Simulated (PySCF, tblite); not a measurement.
# C₃H₃F₃, a complex of two parts: NMR shifts, interaction energy, infrared bands, spin-spin couplings and core binding energies, part 2 of 3

tblite 0.8.0 and PySCF 2.14.0. Atoms count from 0, parts from 1. Earlier steps stand in the parts before.

### 6 Counterpoise and decomposition: PBE0-D3(BJ)/def2-SVPD

The job: settings as JSON, then the geometry in Å.

```
{"job": {"kind": "inter", "xc": "PBE0", "basis": "def2-SVPD", "disp": "d3bj"}, "charge": 0, "multiplicity": 1, "parts": [{"atoms": "0-4", "charge": 0, "multiplicity": 1}, {"atoms": "5-8", "charge": 0, "multiplicity": 1}]}
F     -0.917326    -1.010959    -0.389860
C      0.087676    -0.167868    -0.152764
F      1.127156    -0.527713    -0.903454
F     -0.294247     1.057245    -0.522435
H      0.362027    -0.174135     0.910215
C      1.783823     2.042827     1.855791
C      2.382328     1.202807     2.486206
H      1.252734     2.782906     1.285937
H      2.921670     0.463986     3.049277
```

Level: PBE0-D3(BJ)/def2-SVPD interaction energy, counterpoise and uncorrected, gas phase.

Standard output:

```text
part 1, own basis, geometry of the cluster
coarse grid: 4968 points
cycle   1  E = -337.5374356078  dE =  5.682e-01  |g| = 7.543e-01  |ddm| = 2.377e+00
cycle   2  E = -337.4474330452  dE =  9.000e-02  |g| = 1.085e+00  |ddm| = 1.264e+00
cycle   3  E = -337.6363132582  dE = -1.889e-01  |g| = 3.679e-02  |ddm| = 7.477e-01
cycle   4  E = -337.6364987497  dE = -1.855e-04  |g| = 1.446e-02  |ddm| = 3.524e-02
cycle   5  E = -337.6365363899  dE = -3.764e-05  |g| = 1.645e-03  |ddm| = 1.235e-02
cycle   6  E = -337.6365368582  dE = -4.683e-07  |g| = 7.096e-04  |ddm| = 2.022e-03
final grid: 51392 points
cycle   7  E = -337.6793802207  dE = -1.722e-05  |g| = 5.001e-03  |ddm| = 2.155e-02
cycle   8  E = -337.6793771202  dE =  3.101e-06  |g| = 6.781e-03  |ddm| = 8.434e-03
cycle   9  E = -337.6793846561  dE = -7.536e-06  |g| = 3.358e-04  |ddm| = 4.439e-03
cycle  10  E = -337.6793846767  dE = -2.055e-08  |g| = 1.143e-04  |ddm| = 3.807e-04
cycle  11  E = -337.6793846787  dE = -1.994e-09  |g| = 4.204e-05  |ddm| = 9.426e-05
cycle  12  E = -337.6793846790  dE = -2.631e-10  |g| = 1.081e-05  |ddm| = 3.068e-05
converged SCF energy = -337.6793846790

part 2, own basis, geometry of the cluster
coarse grid: 3416 points
cycle   1  E = -77.1375106770  dE =  8.210e-02  |g| = 2.723e-01  |ddm| = 4.978e+00
cycle   2  E = -77.1432312246  dE = -5.721e-03  |g| = 2.265e-01  |ddm| = 1.389e+00
cycle   3  E = -77.1578394172  dE = -1.461e-02  |g| = 1.113e-02  |ddm| = 2.970e-01
cycle   4  E = -77.1578775480  dE = -3.813e-05  |g| = 1.442e-03  |ddm| = 2.597e-02
cycle   5  E = -77.1578778925  dE = -3.445e-07  |g| = 8.687e-04  |ddm| = 1.247e-02
final grid: 33160 points
cycle   6  E = -77.1714692496  dE = -7.459e-06  |g| = 3.317e-03  |ddm| = 5.551e-02
cycle   7  E = -77.1714657883  dE =  3.461e-06  |g| = 4.994e-03  |ddm| = 8.867e-03
cycle   8  E = -77.1714719542  dE = -6.166e-06  |g| = 1.385e-03  |ddm| = 5.209e-03
cycle   9  E = -77.1714724668  dE = -5.126e-07  |g| = 4.607e-05  |ddm| = 1.382e-03
cycle  10  E = -77.1714724672  dE = -4.750e-10  |g| = 4.455e-06  |ddm| = 2.228e-04
converged SCF energy = -77.1714724672

part 1, own basis, relaxed alone
coarse grid: 4968 points
cycle   1  E = -337.5380604667  dE =  5.739e-01  |g| = 7.528e-01  |ddm| = 2.379e+00
cycle   2  E = -337.4496434680  dE =  8.842e-02  |g| = 1.080e+00  |ddm| = 1.258e+00
cycle   3  E = -337.6363608042  dE = -1.867e-01  |g| = 3.667e-02  |ddm| = 7.433e-01
cycle   4  E = -337.6365450469  dE = -1.842e-04  |g| = 1.432e-02  |ddm| = 3.502e-02
cycle   5  E = -337.6365821440  dE = -3.710e-05  |g| = 1.452e-03  |ddm| = 1.225e-02
cycle   6  E = -337.6365825959  dE = -4.519e-07  |g| = 1.665e-04  |ddm| = 1.895e-03
final grid: 51392 points
cycle   7  E = -337.6794087821  dE = -1.759e-05  |g| = 4.696e-03  |ddm| = 2.344e-02
cycle   8  E = -337.6794061840  dE =  2.598e-06  |g| = 6.312e-03  |ddm| = 7.833e-03
cycle   9  E = -337.6794127420  dE = -6.558e-06  |g| = 3.120e-04  |ddm| = 4.168e-03
cycle  10  E = -337.6794127604  dE = -1.840e-08  |g| = 9.381e-05  |ddm| = 3.524e-04
cycle  11  E = -337.6794127620  dE = -1.518e-09  |g| = 1.751e-05  |ddm| = 7.250e-05
cycle  12  E = -337.6794127620  dE = -2.728e-11  |g| = 1.198e-05  |ddm| = 1.740e-05
converged SCF energy = -337.6794127620

part 2, own basis, relaxed alone
coarse grid: 3416 points
cycle   1  E = -77.1377425875  dE =  8.367e-02  |g| = 2.729e-01  |ddm| = 5.015e+00
cycle   2  E = -77.1434824687  dE = -5.740e-03  |g| = 2.270e-01  |ddm| = 1.397e+00
cycle   3  E = -77.1581470892  dE = -1.466e-02  |g| = 1.111e-02  |ddm| = 2.983e-01
cycle   4  E = -77.1581851218  dE = -3.803e-05  |g| = 1.370e-03  |ddm| = 2.606e-02
cycle   5  E = -77.1581856088  dE = -4.871e-07  |g| = 3.764e-05  |ddm| = 1.257e-02
final grid: 33160 points
cycle   6  E = -77.1714774289  dE = -7.876e-06  |g| = 2.733e-03  |ddm| = 5.621e-02
cycle   7  E = -77.1714780502  dE = -6.214e-07  |g| = 2.399e-03  |ddm| = 7.401e-03
cycle   8  E = -77.1714797350  dE = -1.685e-06  |g| = 5.328e-05  |ddm| = 3.343e-03
cycle   9  E = -77.1714797356  dE = -5.732e-10  |g| = 6.533e-06  |ddm| = 3.544e-04
converged SCF energy = -77.1714797356

cluster
final grid: 84552 points
cycle   1  E = -414.8538962812  dE = -1.819e-03  |g| = 1.068e-02  |ddm| = 6.972e-01
cycle   2  E = -414.8539082967  dE = -1.202e-05  |g| = 1.011e-02  |ddm| = 4.798e-02
cycle   3  E = -414.8539252152  dE = -1.692e-05  |g| = 5.888e-03  |ddm| = 1.353e-02
cycle   4  E = -414.8539339915  dE = -8.776e-06  |g| = 8.433e-04  |ddm| = 5.548e-03
cycle   5  E = -414.8539341172  dE = -1.257e-07  |g| = 4.595e-04  |ddm| = 1.126e-03
cycle   6  E = -414.8539341542  dE = -3.703e-08  |g| = 5.468e-05  |ddm| = 4.642e-04
cycle   7  E = -414.8539341548  dE = -5.855e-10  |g| = 1.797e-05  |ddm| = 7.513e-05
converged SCF energy = -414.8539341548

part 1 in the basis of the cluster
final grid: 84552 points
cycle   1  E = -337.6798401397  dE = -4.551e-04  |g| = 9.154e-04  |ddm| = 4.586e-01
cycle   2  E = -337.6798405149  dE = -3.752e-07  |g| = 3.511e-04  |ddm| = 1.527e-02
cycle   3  E = -337.6798405191  dE = -4.232e-09  |g| = 3.256e-04  |ddm| = 8.635e-04
cycle   4  E = -337.6798405363  dE = -1.713e-08  |g| = 2.658e-05  |ddm| = 2.280e-04
cycle   5  E = -337.6798405364  dE = -1.209e-10  |g| = 4.198e-06  |ddm| = 2.648e-05
converged SCF energy = -337.6798405364

part 2 in the basis of the cluster
final grid: 84552 points
cycle   1  E = -77.1720466318  dE = -5.747e-04  |g| = 2.817e-03  |ddm| = 5.770e-01
cycle   2  E = -77.1720513354  dE = -4.704e-06  |g| = 1.470e-03  |ddm| = 4.030e-02
cycle   3  E = -77.1720519323  dE = -5.969e-07  |g| = 5.510e-04  |ddm| = 4.857e-03
cycle   4  E = -77.1720519851  dE = -5.282e-08  |g| = 3.761e-04  |ddm| = 1.298e-03
cycle   5  E = -77.1720520219  dE = -3.679e-08  |g| = 2.345e-05  |ddm| = 3.449e-04
cycle   6  E = -77.1720520221  dE = -1.561e-10  |g| = 3.060e-06  |ddm| = 3.927e-05
converged SCF energy = -77.1720520221

Interaction energy (kcal/mol)
  counterpoise       -2.113
  uncorrected        -2.763
  dispersion part    -0.832
  deformation         0.022
  binding            -2.090

Decomposition of the uncorrected value (kcal/mol)
  electrostatic      -2.282
  Pauli               1.517
  orbital            -1.165
  dispersion         -0.832

Charge of each part in the cluster: -0.004 0.004
```

It took 9.2 s on 1 thread of Intel Xeon 6975P-C, shared host; peak memory 0.71 GiB.

In short: -2.11 kcal/mol with counterpoise, basis-set superposition error 0.65.

### 7 Harmonic vibrations: PBE0-D3(BJ)/def2-SVPD

The job: settings as JSON, then the geometry in Å.

```
{"job": {"kind": "irdft", "xc": "PBE0", "basis": "def2-SVPD", "disp": "d3bj", "grid": 2}, "charge": 0, "multiplicity": 1, "parts": [{"atoms": "0-4", "charge": 0, "multiplicity": 1}, {"atoms": "5-8", "charge": 0, "multiplicity": 1}]}
F     -0.917326    -1.010959    -0.389860
C      0.087676    -0.167868    -0.152764
F      1.127156    -0.527713    -0.903454
F     -0.294247     1.057245    -0.522435
H      0.362027    -0.174135     0.910215
C      1.783823     2.042827     1.855791
C      2.382328     1.202807     2.486206
H      1.252734     2.782906     1.285937
H      2.921670     0.463986     3.049277
```

With the program's defaults for keys left out, this is: PBE0-D3(BJ)/def2-SVPD harmonic vibrations by differences of gradients, gas phase.

Standard output:

```text
coarse grid: 8376 points
cycle   1  E = -414.6844234314  dE =  6.545e-01  |g| = 7.957e-01  |ddm| = 5.433e+00
cycle   2  E = -414.6014063192  dE =  8.302e-02  |g| = 1.098e+00  |ddm| = 1.847e+00
cycle   3  E = -414.8003946398  dE = -1.990e-01  |g| = 6.488e-02  |ddm| = 8.656e-01
cycle   4  E = -414.8011775640  dE = -7.829e-04  |g| = 2.067e-02  |ddm| = 9.185e-02
cycle   5  E = -414.8012835547  dE = -1.060e-04  |g| = 1.845e-03  |ddm| = 3.211e-02
cycle   6  E = -414.8012843818  dE = -8.270e-07  |g| = 3.093e-04  |ddm| = 6.977e-03
final grid: 84552 points
cycle   7  E = -414.8576098768  dE = -2.647e-05  |g| = 5.652e-03  |ddm| = 6.577e-02
cycle   8  E = -414.8576074842  dE =  2.393e-06  |g| = 7.109e-03  |ddm| = 1.285e-02
cycle   9  E = -414.8576164238  dE = -8.940e-06  |g| = 6.149e-04  |ddm| = 5.830e-03
cycle  10  E = -414.8576165033  dE = -7.952e-08  |g| = 1.281e-04  |ddm| = 9.464e-04
cycle  11  E = -414.8576165056  dE = -2.254e-09  |g| = 7.318e-05  |ddm| = 2.062e-04
cycle  12  E = -414.8576165068  dE = -1.211e-09  |g| = 2.133e-05  |ddm| = 7.806e-05
cycle  13  E = -414.8576165069  dE = -1.111e-10  |g| = 6.537e-06  |ddm| = 2.272e-05
converged SCF energy = -414.8576165069

mode    cm-1     km/mol
  1      27.9      0.85
  2      34.8      0.92
  3      40.6      1.79
  4      69.1      0.20
  5      89.9      0.11
  6     511.7      2.02
  7     514.8      2.30
  8     668.9      0.08
  9     675.4      0.39
 10     707.2     15.52
 11     764.3    106.69
 12     769.7     86.36
 13    1151.0    110.53
 14    1167.4    293.76
 15    1175.4    282.40
 16    1377.4     33.83
 17    1391.9     43.30
 18    2077.3      0.38
 19    3173.3     14.22
 20    3411.3    109.83
 21    3517.8      0.03
```

Run time: 5.7 min. Hardware: 1 thread of Intel Xeon 6975P-C, shared host; peak memory 0.71 GiB.

The strongest bands and the atoms that carry them:

| cm⁻¹ | km/mol | atoms |
| --- | --- | --- |
| 764 | 106.7 | H7 48 %, H8 44 % |
| 770 | 86.4 | H7 50 %, H8 42 % |
| 1151 | 110.5 | C1 56 %, F3 18 %, F0 13 % |
| 1167 | 293.8 | C1 56 %, F3 15 %, F0 12 %, H4 12 % |
| 1175 | 282.4 | C1 55 %, F2 23 %, H4 13 % |
| 3411 | 109.8 | H7 47 %, H8 45 % |

Strongest bands of the parts alone (cm⁻¹, km/mol): part 1: 1157 (98), 1176 (298), 1177 (298); part 2: 765 (90), 765 (90), 3418 (101).

On forming the cluster at 298.15 K and 1 atm (harmonic, kcal/mol): zero-point energy +0.38, all enthalpy terms beyond the electronic energy +0.91, −TΔS +6.31.

### 8 J couplings: B3LYP/pcJ-1

The job: settings as JSON, then the geometry in Å.

```
{"job": {"kind": "j", "xc": "B3LYP", "basis": "pcJ-1"}, "charge": 0, "multiplicity": 1, "parts": [{"atoms": "0-4", "charge": 0, "multiplicity": 1}, {"atoms": "5-8", "charge": 0, "multiplicity": 1}]}
F     -0.917326    -1.010959    -0.389860
C      0.087676    -0.167868    -0.152764
F      1.127156    -0.527713    -0.903454
F     -0.294247     1.057245    -0.522435
H      0.362027    -0.174135     0.910215
C      1.783823     2.042827     1.855791
C      2.382328     1.202807     2.486206
H      1.252734     2.782906     1.285937
H      2.921670     0.463986     3.049277
```

Method: B3LYP/pcJ-1 indirect spin-spin coupling, non-relativistic, gas phase.

Standard output:

```text
coarse grid: 8376 points
cycle   1  E = -415.3921419631  dE =  6.551e-01  |g| = 9.125e-01  |ddm| = 2.473e+00
cycle   2  E = -415.2516544947  dE =  1.405e-01  |g| = 1.369e+00  |ddm| = 1.012e+00
cycle   3  E = -415.5282444985  dE = -2.766e-01  |g| = 7.190e-02  |ddm| = 5.727e-01
cycle   4  E = -415.5291210046  dE = -8.765e-04  |g| = 3.165e-02  |ddm| = 6.219e-02
cycle   5  E = -415.5293483065  dE = -2.273e-04  |g| = 2.716e-03  |ddm| = 2.200e-02
cycle   6  E = -415.5293495434  dE = -1.237e-06  |g| = 9.209e-04  |ddm| = 1.848e-03
final grid: 84552 points
cycle   7  E = -415.5837062086  dE = -1.601e-04  |g| = 6.172e-03  |ddm| = 1.412e-02
cycle   8  E = -415.5836963010  dE =  9.908e-06  |g| = 9.427e-03  |ddm| = 7.011e-03
cycle   9  E = -415.5837112880  dE = -1.499e-05  |g| = 1.929e-03  |ddm| = 4.984e-03
cycle  10  E = -415.5837120322  dE = -7.442e-07  |g| = 9.059e-04  |ddm| = 1.527e-03
cycle  11  E = -415.5837122144  dE = -1.822e-07  |g| = 1.425e-04  |ddm| = 5.026e-04
cycle  12  E = -415.5837122191  dE = -4.684e-09  |g| = 1.211e-05  |ddm| = 9.442e-05
cycle  13  E = -415.5837122191  dE = -1.478e-11  |g| = 7.802e-06  |ddm| = 8.739e-06
converged SCF energy = -415.5837122191

Indirect spin-spin couplings (Hz)
  i      j    bonds     total        FC       PSO       DSO        SD
  0 F    1 C    1   -351.926  -326.378   -35.452     1.188     8.716
  0 F    2 F    2     62.444    31.678   -22.818    -0.778    54.361
  0 F    3 F    2     64.724    32.212   -20.821    -0.745    54.077
  0 F    4 H    2     88.879    93.492    -0.687    -1.123    -2.803
  0 F    5 C   99      0.246     0.054     0.287    -0.149     0.054
  0 F    6 C   99      0.264     0.185     0.142    -0.136     0.074
  1 C    2 F    1   -353.757  -327.123   -36.337     1.199     8.504
  1 C    3 F    1   -348.755  -323.980   -34.835     1.209     8.851
  1 C    4 H    1    246.868   245.753    -1.223     1.765     0.573
  1 C    5 C   99      0.512     0.513    -0.044     0.067    -0.023
  1 C    6 C   99      0.657     0.665    -0.058     0.043     0.006
  2 F    3 F    2     68.509    33.807   -19.564    -0.716    54.983
  2 F    4 H    2     86.011    90.790    -0.841    -1.041    -2.897
  2 F    7 H   99      0.216    -0.012     0.533    -0.208    -0.097
  3 F    4 H    2     86.249    90.939    -0.761    -0.986    -2.944
  3 F    5 C   99      2.415     2.359     0.056     0.179    -0.179
  3 F    6 C   99      0.565     0.667    -0.124    -0.067     0.089
  3 F    7 H   99      1.545     1.601    -1.391     1.171     0.164
  3 F    8 H   99     -0.310    -0.232     0.628    -0.638    -0.068
  4 H    7 H   99      0.177     0.126    -0.628     0.662     0.017
  5 C    6 C    1    209.891   188.719     8.596     0.038    12.538
  5 C    7 H    1    276.033   276.077    -1.177     0.418     0.714
  5 C    8 H    2     53.586    48.163     5.838    -1.252     0.837
  6 C    7 H    2     54.161    48.749     5.814    -1.232     0.831
  6 C    8 H    1    273.847   273.843    -1.059     0.360     0.703
  7 H    8 H    3     11.568     9.939     4.291    -3.286     0.623

== part 1 alone, relaxed ==
coarse grid: 4968 points
cycle   1  E = -338.0926530485  dE =  5.732e-01  |g| = 8.612e-01  |ddm| = 1.741e+00
cycle   2  E = -337.9491885227  dE =  1.435e-01  |g| = 1.344e+00  |ddm| = 8.915e-01
cycle   3  E = -338.2063606191  dE = -2.572e-01  |g| = 2.557e-02  |ddm| = 5.376e-01
cycle   4  E = -338.2064330914  dE = -7.247e-05  |g| = 1.019e-02  |ddm| = 1.527e-02
cycle   5  E = -338.2064454992  dE = -1.241e-05  |g| = 2.358e-03  |ddm| = 5.777e-03
cycle   6  E = -338.2064465690  dE = -1.070e-06  |g| = 2.323e-04  |ddm| = 1.655e-03
final grid: 51392 points
cycle   7  E = -338.2425630740  dE = -1.263e-04  |g| = 5.036e-03  |ddm| = 8.799e-03
cycle   8  E = -338.2425596406  dE =  3.433e-06  |g| = 6.982e-03  |ddm| = 4.489e-03
cycle   9  E = -338.2425663194  dE = -6.679e-06  |g| = 2.222e-04  |ddm| = 2.721e-03
cycle  10  E = -338.2425663258  dE = -6.377e-09  |g| = 5.608e-05  |ddm| = 1.321e-04
cycle  11  E = -338.2425663261  dE = -3.516e-10  |g| = 3.136e-05  |ddm| = 4.022e-05
converged SCF energy = -338.2425663261

Indirect spin-spin couplings (Hz)
  i      j    bonds     total        FC       PSO       DSO        SD
  0 F    1 C    1   -353.088  -326.757   -35.966     1.164     8.471
  0 F    2 F    2     63.397    32.254   -22.323    -0.858    54.324
  0 F    3 F    2     63.576    32.733   -22.651    -0.856    54.350
  0 F    4 H    2     87.361    92.268    -0.744    -1.244    -2.919
  1 C    2 F    1   -353.116  -326.775   -35.973     1.164     8.468
  1 C    3 F    1   -353.030  -326.712   -35.955     1.164     8.473
  1 C    4 H    1    241.426   240.428    -1.179     1.699     0.478
  2 F    3 F    2     62.839    32.062   -22.695    -0.856    54.329
  2 F    4 H    2     87.368    92.273    -0.742    -1.245    -2.919
  3 F    4 H    2     87.309    92.200    -0.730    -1.247    -2.914

== part 2 alone, relaxed ==
coarse grid: 3416 points
cycle   1  E = -77.2946872165  dE =  8.527e-02  |g| = 3.217e-01  |ddm| = 1.724e+00
cycle   2  E = -77.2978025711  dE = -3.115e-03  |g| = 2.977e-01  |ddm| = 5.038e-01
cycle   3  E = -77.3207035973  dE = -2.290e-02  |g| = 1.326e-02  |ddm| = 2.059e-01
cycle   4  E = -77.3207428504  dE = -3.925e-05  |g| = 1.723e-03  |ddm| = 1.044e-02
cycle   5  E = -77.3207434346  dE = -5.842e-07  |g| = 1.262e-04  |ddm| = 1.488e-03
final grid: 33160 points
cycle   6  E = -77.3389539426  dE = -3.273e-05  |g| = 2.408e-03  |ddm| = 8.817e-03
cycle   7  E = -77.3389541474  dE = -2.048e-07  |g| = 2.138e-03  |ddm| = 3.153e-03
cycle   8  E = -77.3389553590  dE = -1.212e-06  |g| = 1.266e-04  |ddm| = 1.536e-03
cycle   9  E = -77.3389553616  dE = -2.673e-09  |g| = 8.181e-06  |ddm| = 6.059e-05
cycle  10  E = -77.3389553616  dE = -2.231e-12  |g| = 5.578e-06  |ddm| = 5.668e-06
converged SCF energy = -77.3389553616

Indirect spin-spin couplings (Hz)
  i      j    bonds     total        FC       PSO       DSO        SD
  0 C    1 C    1    213.588   192.032     8.861     0.017    12.678
  0 C    2 H    1    273.487   273.476    -0.996     0.305     0.703
  0 C    3 H    2     53.792    48.368     5.910    -1.312     0.827
  1 C    2 H    2     53.792    48.368     5.910    -1.312     0.827
  1 C    3 H    1    273.487   273.475    -0.996     0.305     0.703
  2 H    3 H    3     11.489     9.879     4.462    -3.482     0.631
```

It took 24 s on 1 thread of Intel Xeon 6975P-C, shared host; peak memory 0.78 GiB.

A choice of the couplings up to four bonds, sorted by the number of bonds; isotopes 13C, 19F, 1H:

| pair | bonds | J (Hz) | Fermi contact (Hz) |
| --- | --- | --- | --- |
| C1–F2 | 1 | -353.8 | -327.1 |
| F0–C1 | 1 | -351.9 | -326.4 |
| C1–F3 | 1 | -348.8 | -324.0 |
| C5–H7 | 1 | 276.0 | 276.1 |
| C6–H8 | 1 | 273.8 | 273.8 |
| C1–H4 | 1 | 246.9 | 245.8 |
| C5–C6 | 1 | 209.9 | 188.7 |
| F0–H4 | 2 | 88.9 | 93.5 |
| F3–H4 | 2 | 86.2 | 90.9 |
| F2–H4 | 2 | 86.0 | 90.8 |
| F2–F3 | 2 | 68.5 | 33.8 |
| F0–F3 | 2 | 64.7 | 32.2 |
| F0–F2 | 2 | 62.4 | 31.7 |
| C6–H7 | 2 | 54.2 | 48.7 |
| C5–H8 | 2 | 53.6 | 48.2 |
| H7–H8 | 3 | 11.6 | 9.9 |

What binding changes (parts relaxed alone, same level, their own basis):

| pair | alone (Hz) | in the cluster | change (Hz) |
| --- | --- | --- | --- |
| F2–F3 | 62.8 | 68.5 | +5.7 |
| C1–H4 | 241.4 | 246.9 | +5.4 |
| C1–F3 | -353.0 | -348.8 | +4.3 |
| C5–C6 | 213.6 | 209.9 | -3.7 |
| C5–H7 | 273.5 | 276.0 | +2.5 |
| F0–H4 | 87.4 | 88.9 | +1.5 |

(Continued in part 3 of 3.)
